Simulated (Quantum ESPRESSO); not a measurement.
# GaN (P6_3mc) in Quantum ESPRESSO: settings compared

One crystal, GaN, is run at these levels: PBE, PBEsol, PBEsol+D4; tasks: band structure, single point, equation of state.

Everything below comes from runs of Quantum ESPRESSO 7.5. Logs are shortened: lines on timing, memory, paths and dates and some standing lists are left out, and cuts for length are marked.

**What was measured.**

From “Studying electronic properties in GaN without electrical contacts using γ-γ vs e−-γ Perturbed Angular Correlations”, 2019, pmc:6823545, for a bulk crystal of GaN: band gap 3.503 ± 0.005 eV (direct).

How close the calculation comes is told below.

### Step 1. Starting point

It takes space group P6_3mc (No. 186, hexagonal). The conventional cell has a = 3.180 Å, b = 3.180 Å, c = 5.166 Å, α = 90.00°, β = 90.00°, γ = 120.00°. Ga (site symmetry 3m) is surrounded by 4 N at 1.94 to 1.95 Å. N (site symmetry 3m) is surrounded by 4 Ga at 1.94 to 1.95 Å.

### Step 2. Band structure, PBE

The input, pw.in:

```
&CONTROL
  calculation = 'scf'
  prefix = 'pwscf'
  outdir = './tmp'
  pseudo_dir = './pseudo'
  tprnfor = .true.
  tstress = .true.
  disk_io = 'low'
/
&SYSTEM
  ibrav = 0
  A = 3.18
  nat = 4
  ntyp = 2
  ecutwfc = 91
  nbnd = 26
  occupations = 'smearing'
  smearing = 'fd'
  degauss = 0.00367493
/
&ELECTRONS
  conv_thr = 8d-10
  electron_maxstep = 120
  mixing_beta = 0.5
/
ATOMIC_SPECIES
Ga    69.7230 Ga.upf
N     14.0070 N.upf
CELL_PARAMETERS alat
   1.0000000000    0.0000000000    0.0000000000
  -0.5000000000    0.8660254038    0.0000000000
   0.0000000000    0.0000000000    1.6245283019
ATOMIC_POSITIONS alat
Ga     0.5000000000    0.2886751346    0.8122641509
Ga    -0.0000000001    0.5773502692    0.0000000000
N      0.5000000000    0.2886751346    1.4214622642
N     -0.0000000001    0.5773502692    0.6091981132
K_POINTS automatic
10 10 5 0 0 0
```

The input, bands.in:

```
&CONTROL
  calculation = 'bands'
  prefix = 'pwscf'
  outdir = './tmp'
  pseudo_dir = './pseudo'
  disk_io = 'low'
  verbosity = 'high'
/
&SYSTEM
  ibrav = 0
  A = 3.18
  nat = 4
  ntyp = 2
  ecutwfc = 91
  nbnd = 26
  occupations = 'smearing'
  smearing = 'fd'
  degauss = 0.00367493
/
&ELECTRONS
  conv_thr = 1d-08
  electron_maxstep = 120
  mixing_beta = 0.5
  diago_full_acc = .true.
/
ATOMIC_SPECIES
Ga    69.7230 Ga.upf
N     14.0070 N.upf
CELL_PARAMETERS alat
   1.0000000000    0.0000000000    0.0000000000
  -0.5000000000    0.8660254038    0.0000000000
   0.0000000000    0.0000000000    1.6245283019
ATOMIC_POSITIONS alat
Ga     0.5000000000    0.2886751346    0.8122641509
Ga    -0.0000000001    0.5773502692    0.0000000000
N      0.5000000000    0.2886751346    1.4214622642
N     -0.0000000001    0.5773502692    0.6091981132
K_POINTS crystal
60
 0.0000000000  0.0000000000  0.0000000000 1
 0.0714285714  0.0000000000  0.0000000000 1
 0.1428571429  0.0000000000  0.0000000000 1
 0.2142857143  0.0000000000  0.0000000000 1
 0.2857142857  0.0000000000  0.0000000000 1
 0.3571428571  0.0000000000  0.0000000000 1
 0.4285714286  0.0000000000  0.0000000000 1
 0.5000000000  0.0000000000  0.0000000000 1
 0.4583333333  0.0833333333  0.0000000000 1
 0.4166666667  0.1666666667  0.0000000000 1
 0.3750000000  0.2500000000  0.0000000000 1
 0.3333333333  0.3333333333  0.0000000000 1
 0.2962962963  0.2962962963  0.0000000000 1
 0.2592592593  0.2592592593  0.0000000000 1
 0.2222222222  0.2222222222  0.0000000000 1
 0.1851851852  0.1851851852  0.0000000000 1
 0.1481481481  0.1481481481  0.0000000000 1
 0.1111111111  0.1111111111  0.0000000000 1
 0.0740740741  0.0740740741  0.0000000000 1
 0.0370370370  0.0370370370  0.0000000000 1
 0.0000000000  0.0000000000  0.0000000000 1
 0.0000000000  0.0000000000  0.1250000000 1
 0.0000000000  0.0000000000  0.2500000000 1
 0.0000000000  0.0000000000  0.3750000000 1
 0.0000000000  0.0000000000  0.5000000000 1
 0.0625000000  0.0000000000  0.5000000000 1
 0.1250000000  0.0000000000  0.5000000000 1
 0.1875000000  0.0000000000  0.5000000000 1
 0.2500000000  0.0000000000  0.5000000000 1
 0.3125000000  0.0000000000  0.5000000000 1
 0.3750000000  0.0000000000  0.5000000000 1
 0.4375000000  0.0000000000  0.5000000000 1
 0.5000000000  0.0000000000  0.5000000000 1
 0.4666666667  0.0666666667  0.5000000000 1
 0.4333333333  0.1333333333  0.5000000000 1
 0.4000000000  0.2000000000  0.5000000000 1
 0.3666666667  0.2666666667  0.5000000000 1
 0.3333333333  0.3333333333  0.5000000000 1
 0.3030303030  0.3030303030  0.5000000000 1
 0.2727272727  0.2727272727  0.5000000000 1
 0.2424242424  0.2424242424  0.5000000000 1
 0.2121212121  0.2121212121  0.5000000000 1
 0.1818181818  0.1818181818  0.5000000000 1
 0.1515151515  0.1515151515  0.5000000000 1
 0.1212121212  0.1212121212  0.5000000000 1
 0.0909090909  0.0909090909  0.5000000000 1
 0.0606060606  0.0606060606  0.5000000000 1
 0.0303030303  0.0303030303  0.5000000000 1
 0.0000000000  0.0000000000  0.5000000000 1
 0.5000000000  0.0000000000  0.5000000000 1
 0.5000000000  0.0000000000  0.4000000000 1
 0.5000000000  0.0000000000  0.3000000000 1
 0.5000000000  0.0000000000  0.2000000000 1
 0.5000000000  0.0000000000  0.1000000000 1
 0.5000000000  0.0000000000  0.0000000000 1
 0.3333333333  0.3333333333  0.0000000000 1
 0.3333333333  0.3333333333  0.1250000000 1
 0.3333333333  0.3333333333  0.2500000000 1
 0.3333333333  0.3333333333  0.3750000000 1
 0.3333333333  0.3333333333  0.5000000000 1
```

Potentials or basis: Ansatz NC SR PBE.

Command:

```console
$ OMP_NUM_THREADS=1 pw.x -in pw.in > pw.out
$ OMP_NUM_THREADS=1 pw.x -in bands.in > bands.out
```

pw.out:

```text
[... set-up lines left out ...]
     Self-consistent Calculation

     iteration #  1     ecut=    91.00 Ry     beta= 0.50
     Davidson diagonalization with overlap
     ethr =  1.00E-02,  avg # of iterations =  4.3

     total energy              =    -348.95898459 Ry
     estimated scf accuracy    <       1.05754819 Ry

     iteration #  2     ecut=    91.00 Ry     beta= 0.50
     Davidson diagonalization with overlap
     ethr =  2.94E-03,  avg # of iterations =  2.0

     total energy              =    -349.27801309 Ry
     estimated scf accuracy    <       0.21641658 Ry

     iteration #  3     ecut=    91.00 Ry     beta= 0.50
     Davidson diagonalization with overlap
     ethr =  6.01E-04,  avg # of iterations =  2.0

     total energy              =    -349.31379123 Ry
     estimated scf accuracy    <       0.00717048 Ry

     iteration #  4     ecut=    91.00 Ry     beta= 0.50
     Davidson diagonalization with overlap
     ethr =  1.99E-05,  avg # of iterations =  4.9

     total energy              =    -349.31443860 Ry
     estimated scf accuracy    <       0.00160885 Ry

     iteration #  5     ecut=    91.00 Ry     beta= 0.50
     Davidson diagonalization with overlap
     ethr =  4.47E-06,  avg # of iterations =  1.8

     total energy              =    -349.31452951 Ry
     estimated scf accuracy    <       0.00009892 Ry

     iteration #  6     ecut=    91.00 Ry     beta= 0.50
     Davidson diagonalization with overlap
     ethr =  2.75E-07,  avg # of iterations =  2.7

     total energy              =    -349.31456780 Ry
     estimated scf accuracy    <       0.00003165 Ry

     iteration #  7     ecut=    91.00 Ry     beta= 0.50
     Davidson diagonalization with overlap
     ethr =  8.79E-08,  avg # of iterations =  1.0

     total energy              =    -349.31456691 Ry
     estimated scf accuracy    <       0.00000804 Ry

     iteration #  8     ecut=    91.00 Ry     beta= 0.50
     Davidson diagonalization with overlap
     ethr =  2.23E-08,  avg # of iterations =  2.0

     total energy              =    -349.31456739 Ry
     estimated scf accuracy    <       0.00000061 Ry

     iteration #  9     ecut=    91.00 Ry     beta= 0.50
     Davidson diagonalization with overlap
     ethr =  1.71E-09,  avg # of iterations =  2.0

     End of self-consistent calculation

          k = 0.0000 0.0000 0.0000 (  4499 PWs)   bands (ev):

    -5.2570  -4.3526  -2.7863  -2.7659  -2.7659  -2.7038  -2.7038  -2.5197
    -2.5197  -2.4181  -2.4181  -1.1186   3.6681   9.7462   9.7462  10.7472
    10.8074  10.8074  12.7933  15.1201  20.0737  20.7349  20.7349  21.6572
    22.5767  22.5767

          k = 0.0000 0.0000 0.1231 (  4458 PWs)   bands (ev):

    -5.1407  -4.3952  -2.7638  -2.7638  -2.7517  -2.7133  -2.7133  -2.5064
    -2.5064  -2.4245  -2.4245  -1.5153   4.3875   9.6808   9.8429   9.8429
    10.7015  10.7015  13.6696  15.1957  19.8052  20.7808  20.7834  20.7834
    22.2195  22.2195

          k = 0.0000 0.0000 0.2462 (  4422 PWs)   bands (ev):

    -4.8511  -4.5564  -2.7541  -2.7541  -2.7346  -2.7346  -2.5929  -2.4757
    -2.4757  -2.4446  -2.4446  -2.1760   6.0009   7.8820  10.1006  10.1006
    10.4286  10.4286  14.7800  15.2540  19.3663  19.6158  21.0242  21.0242
    21.5473  21.5473

          k = 0.0000 0.1155 0.0000 (  4470 PWs)   bands (ev):

    -5.1599  -4.3293  -2.7739  -2.7519  -2.7353  -2.6924  -2.6844  -2.5279
    -2.5206  -2.4345  -2.4159  -1.0475   3.8112   9.0289   9.5395   9.9800
    10.6465  10.7197  13.5490  15.7194  19.7459  20.1287  20.9887  21.7385
    22.1634  22.7910

          k = 0.0000 0.1155 0.1231 (  4459 PWs)   bands (ev):

    -5.0492  -4.3662  -2.7618  -2.7489  -2.7160  -2.6985  -2.6940  -2.5088
    -2.5074  -2.4439  -2.4230  -1.4332   4.5001   9.1186   9.3285   9.6447
    10.4293  10.5989  14.1529  15.7822  19.4452  20.0310  20.9555  21.0417
    21.9510  22.4498

          k = 0.0000 0.1155 0.2462 (  4446 PWs)   bands (ev):

    -4.7776  -4.5088  -2.7450  -2.7373  -2.7247  -2.7162  -2.5879  -2.4810
    -2.4766  -2.4445  -2.4335  -2.0813   6.0358   7.7688   9.5157   9.9272
     9.9892  10.2912  15.1807  15.7731  18.9555  19.2667  20.8680  21.2898
    21.4432  21.8053

          k = 0.0000 0.2309 0.0000 (  4460 PWs)   bands (ev):

    -4.9091  -4.2772  -2.7423  -2.7216  -2.6710  -2.6332  -2.6033  -2.5480
    -2.5144  -2.4605  -2.4107  -0.8554   4.2155   7.5378   8.6271   9.0588
    10.3195  10.4732  14.6714  16.6509  18.6530  19.5950  21.1482  21.4493
    22.3594  23.2545
[... 24 lines left out ...]
    -4.5582  -4.2404  -2.7237  -2.6878  -2.6490  -2.5824  -2.5534  -2.5167
    -2.4798  -2.4138  -2.1720  -0.9008   4.9079   6.4709   7.0825   8.6787
     9.7735   9.9832  15.3246  16.7621  17.9741  19.1315  20.8706  21.7369
    22.0115  23.6915

          k = 0.0000 0.3464 0.2462 (  4485 PWs)   bands (ev):

    -4.4127  -4.2916  -2.7184  -2.6877  -2.6546  -2.6140  -2.5413  -2.5247
    -2.4617  -2.4366  -1.9205  -1.4597   5.3688   6.0212   8.0170   9.0502
     9.2377   9.5453  15.5092  16.3222  18.3063  18.8853  20.6944  21.1789
    22.3366  23.0746

          k = 0.0000 0.4619 0.0000 (  4488 PWs)   bands (ev):

    -4.4318  -4.2058  -2.7176  -2.6958  -2.6087  -2.5562  -2.5239  -2.5121
    -2.4465  -2.3971  -1.6920  -0.5332   4.5799   5.7715   6.3952   8.1660
     8.9964   9.9135  15.8886  16.4727  17.1264  19.3823  21.2494  21.2948
    22.9356  24.2167

          k = 0.0000 0.4619 0.1231 (  4475 PWs)   bands (ev):

    -4.3895  -4.2073  -2.7264  -2.6783  -2.6297  -2.5698  -2.5369  -2.4822
    -2.4445  -2.4062  -1.6253  -0.6936   4.3899   5.5629   6.9237   8.3113
     9.2729   9.7178  15.3539  16.2207  18.0420  18.9842  21.1078  21.6294
    22.1416  24.2226

          k = 0.0000 0.4619 0.2462 (  4481 PWs)   bands (ev):

    -4.2989  -4.2297  -2.7290  -2.6948  -2.6322  -2.5769  -2.5238  -2.4831
    -2.4372  -2.4236  -1.4122  -1.0604   4.4391   4.9070   8.2033   8.7086
     9.2112   9.2416  15.1339  15.8280  18.4340  18.9034  20.8760  20.9885
    22.4793  23.4986

          k = 0.0000-0.5774 0.0000 (  4498 PWs)   bands (ev):

    -4.3707  -4.1994  -2.7212  -2.6962  -2.6015  -2.5595  -2.5074  -2.5012
    -2.4279  -2.3933  -1.2428  -0.6880   4.3212   5.5151   6.5356   8.0297
     8.5456   9.8203  15.8889  16.4292  16.8887  19.4877  21.1946  21.2607
    23.3038  24.2674

          k = 0.0000-0.5774 0.1231 (  4492 PWs)   bands (ev):

    -4.3365  -4.1980  -2.7308  -2.6770  -2.6241  -2.5740  -2.5215  -2.4670
    -2.4271  -2.4021  -1.2064  -0.7513   4.1045   5.0879   7.1825   8.1780
     8.9508   9.6188  15.3590  15.9372  18.1288  18.9255  21.2150  21.5593
    22.0838  24.5509

          k = 0.0000-0.5774 0.2462 (  4484 PWs)   bands (ev):

    -4.2642  -4.2113  -2.7350  -2.7001  -2.6266  -2.5655  -2.5144  -2.4666
    -2.4240  -2.4161  -1.0925  -0.9152   4.0291   4.4095   8.3780   8.5840
     9.1297   9.1726  14.9817  15.6216  18.4579  18.8466  20.8487  20.9942
    22.4937  23.6298

          k = 0.1000 0.1732 0.0000 (  4479 PWs)   bands (ev):

    -4.9856  -4.2919  -2.7486  -2.7320  -2.6798  -2.6741  -2.6245  -2.5402
    -2.5195  -2.4585  -2.4110  -0.9153   4.0858   8.0981   8.6879   9.4073
    10.4378  10.4561  14.4150  16.5563  19.2136  19.2835  21.5223  21.5455
    21.6859  23.2055

          k = 0.1000 0.1732 0.1231 (  4480 PWs)   bands (ev):

    -4.8868  -4.3193  -2.7436  -2.7266  -2.6830  -2.6777  -2.6207  -2.5106
    -2.5016  -2.4687  -2.4163  -1.2789   4.7016   8.2754   8.4164   9.3003
    10.2482  10.3100  14.7828  16.6059  18.8658  19.2645  20.9160  21.4204
    21.7435  22.8334

          k = 0.1000 0.1732 0.2462 (  4462 PWs)   bands (ev):

    -4.6512  -4.4300  -2.7269  -2.7111  -2.7032  -2.6878  -2.5773  -2.5192
    -2.4716  -2.4482  -2.3305  -1.9150   6.0380   7.4156   8.7926   9.4256
     9.6811   9.9510  15.6634  16.4603  18.4236  18.8517  20.6562  21.2145
    21.8067  22.2366

          k = 0.1000 0.2887 0.0000 (  4475 PWs)   bands (ev):

    -4.7170  -4.2445  -2.7167  -2.7138  -2.6387  -2.6120  -2.5572  -2.5032
    -2.4960  -2.4404  -2.3558  -0.6930   4.5671   6.7973   7.5853   8.6319
    10.0030  10.0500  15.4501  17.2780  18.1693  18.9602  20.8654  21.5541
    21.8872  23.8958

          k = 0.1000 0.2887 0.1231 (  4471 PWs)   bands (ev):

    -4.6416  -4.2586  -2.7168  -2.7046  -2.6542  -2.6232  -2.5456  -2.5224
    -2.4808  -2.4379  -2.2971  -1.0057   4.9535   7.0306   7.4109   8.6371
     9.8384   9.9990  15.4788  17.3332  18.0426  18.9293  20.6455  21.3625
    21.9641  23.4148

          k = 0.1000 0.2887 0.2462 (  4472 PWs)   bands (ev):

    -4.4708  -4.3242  -2.7068  -2.6824  -2.6730  -2.6448  -2.5512  -2.5446
    -2.4617  -2.4451  -2.0634  -1.6007   5.7270   6.5276   8.1637   8.8993
     9.3078   9.4965  15.9315  16.8136  18.2126  18.7419  20.4550  20.9550
    22.2552  22.8144
[... 94 lines left out ...]
    -4.2777  -4.2001  -2.7333  -2.6571  -2.6030  -2.5402  -2.5376  -2.4800
    -2.4592  -2.4426  -0.9856  -0.6236   4.5138   5.2219   6.4630   7.8359
     8.3104   8.8378  16.2734  17.9028  17.9841  18.8044  20.2918  20.6578
    23.3445  24.0235

          k = 0.2000 0.5774 0.2462 (  4498 PWs)   bands (ev):

    -4.2261  -4.1966  -2.6891  -2.6617  -2.6532  -2.5825  -2.5104  -2.4894
    -2.4531  -2.4492  -0.8834  -0.7417   4.3595   4.6260   6.9362   7.6375
     8.8793   9.3235  16.2483  16.9825  18.7320  18.7768  19.7652  20.0671
    23.4515  23.9527

          k = 0.3000 0.5196 0.0000 (  4493 PWs)   bands (ev):

    -4.2713  -4.2184  -2.7697  -2.5882  -2.5550  -2.5497  -2.5377  -2.5250
    -2.4760  -2.4357  -0.9274  -0.5403   5.2396   5.3480   5.9545   7.3435
     8.1763   8.2210  16.0443  18.3498  18.8521  19.0710  20.5737  20.9315
    22.8515  24.0367

          k = 0.3000 0.5196 0.1231 (  4481 PWs)   bands (ev):

    -4.2499  -4.2074  -2.7438  -2.6234  -2.5969  -2.5516  -2.5090  -2.5079
    -2.4681  -2.4599  -0.8933  -0.5761   4.9037   5.1660   5.9394   7.8527
     8.0211   8.6851  16.4923  17.8866  18.6321  18.9713  20.1645  20.3442
    23.3780  24.4283

          k = 0.3000 0.5196 0.2462 (  4486 PWs)   bands (ev):

    -4.2099  -4.1939  -2.6762  -2.6548  -2.6411  -2.5895  -2.5068  -2.5049
    -2.4680  -2.4585  -0.7984  -0.6747   4.5980   4.7277   6.3953   7.1388
     8.9957   9.2926  17.1346  17.1705  18.1619  18.6715  19.8123  20.0032
    23.8804  24.5832

     the Fermi energy is    11.8849 ev

!    total energy              =    -349.31456753 Ry
     estimated scf accuracy    <          7.1E-10 Ry
     smearing contrib. (-TS)   =      -0.00000000 Ry
     internal energy E=F+TS    =    -349.31456753 Ry

     The total energy is F=E-TS. E is the sum of the following terms:
     one-electron contribution =    -104.30324806 Ry
     hartree contribution      =      87.24292735 Ry
     xc contribution           =     -98.24729846 Ry
     ewald contribution        =    -234.00694836 Ry

     convergence has been achieved in   9 iterations

     Forces acting on atoms (cartesian axes, Ry/au):

     atom    1 type  1   force =     0.00000000    0.00000000   -0.00533227
     atom    2 type  1   force =    -0.00000000   -0.00000000   -0.00533227
     atom    3 type  2   force =     0.00000000    0.00000000    0.00533227
     atom    4 type  2   force =     0.00000000    0.00000000    0.00533227

     Total force =     0.010665     Total SCF correction =     0.000027

     Computing stress (Cartesian axis) and pressure

          total   stress  (Ry/bohr**3)                   (kbar)     P=       76.03
   0.00046827  -0.00000000   0.00000000           68.88       -0.00        0.00
  -0.00000000   0.00046827   0.00000000           -0.00       68.88        0.00
   0.00000000   0.00000000   0.00061395            0.00        0.00       90.31

=------------------------------------------------------------------------------=
   JOB DONE.
=------------------------------------------------------------------------------=
```

Run time: 80 s. Hardware: 1 thread of AMD EPYC 7B13 (Zen 3), shared host; peak memory 0.15 GiB.

What came out:

```
Free energy             : -4752.6668 eV
Pressure                : 7.6 GPa
Largest force           : 0.137 eV/Å
Band gap on the k mesh  : 1.99 eV, direct
Band gap along the path : 1.99 eV, direct
```

Forces in eV/Å, atoms in the order of the input:
```
Ga   0.000  0.000 -0.137
Ga   0.000  0.000 -0.137
N    0.000  0.000  0.137
N    0.000  0.000  0.137
```

Levels at the corners of the path, in eV from the valence-band top:
```tsv
point	band 15	band 16	band 17	band 18	band 19	band 20	band 21	band 22
Γ	-1.06	-0.06	0.00	0.00	1.99	4.31	9.27	9.93
M	-4.27	-2.78	-2.26	-0.99	5.08	5.62	6.08	8.68
K	-5.33	-3.04	-3.04	-2.71	5.14	7.88	7.88	8.44
Γ	-1.06	-0.06	0.00	0.00	1.99	4.31	9.27	9.93
A	-0.54	-0.54	-0.54	-0.54	4.31	4.31	8.55	8.55
L	-1.96	-1.96	-1.92	-1.92	4.44	4.44	7.84	7.84
H	-4.22	-4.22	-1.50	-1.50	6.50	6.50	7.34	7.34
A	-0.54	-0.54	-0.54	-0.54	4.31	4.31	8.55	8.55
L	-1.96	-1.96	-1.92	-1.92	4.44	4.44	7.84	7.84
M	-4.27	-2.78	-2.26	-0.99	5.08	5.62	6.08	8.68
K	-5.33	-3.04	-3.04	-2.71	5.14	7.88	7.88	8.44
H	-4.22	-4.22	-1.50	-1.50	6.50	6.50	7.34	7.34
```

[end of part 1 of 2]
